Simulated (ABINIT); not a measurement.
The system is MoP.

```
Mo P
1.0
     3.22300    0.00000    0.00000
    -1.61150    2.79120    0.00000
     0.00000    0.00000    3.19100
Mo P
1 1
Direct
  0.00000 0.00000 0.00000
  0.33333 0.66667 0.50000
```

Program: ABINIT 10.8.3 (patched build). Alike in all runs: no spin polarisation; cell as given; smearing fermi-dirac 0.05 eV.

Order these runs on this cell by their pressure, lowest first.
A. level AM05; potentials or basis JTH PAW PBE v2.0; k mesh 10 × 10 × 8; cutoff (eV) 544; fine-grid cutoff 1088.46 eV; mesh quality not flagged
B. level BLYP; potentials or basis JTH PAW PBE v2.0; k mesh 10 × 10 × 8; cutoff (eV) 544; fine-grid cutoff 1088.46 eV; mesh quality not flagged
C. level LDA; potentials or basis PseudoDojo NC SR LDA v0.4 stringent; k mesh 10 × 10 × 8; cutoff (eV) 1088; mesh quality not flagged
D. level PBEsol; potentials or basis JTH PAW PBE v2.0; k mesh 4 × 4 × 3; cutoff (eV) 544; fine-grid cutoff 1088.46 eV; mesh quality coarse
E. level r2SCAN; potentials or basis JTH PAW PBE v2.0; k mesh 4 × 4 × 3; cutoff (eV) 653; fine-grid cutoff 1251.72 eV; mesh quality coarse

C (-7.4 GPa), A (-4.9 GPa), D (-2.5 GPa), E (2.3 GPa), B (14.0 GPa).

Caveats: some runs use coarse meshes; the PAW data sets were made with another functional, which shifts forces and pressure a little (some runs).

Runs at the PBE level aren't shown here.
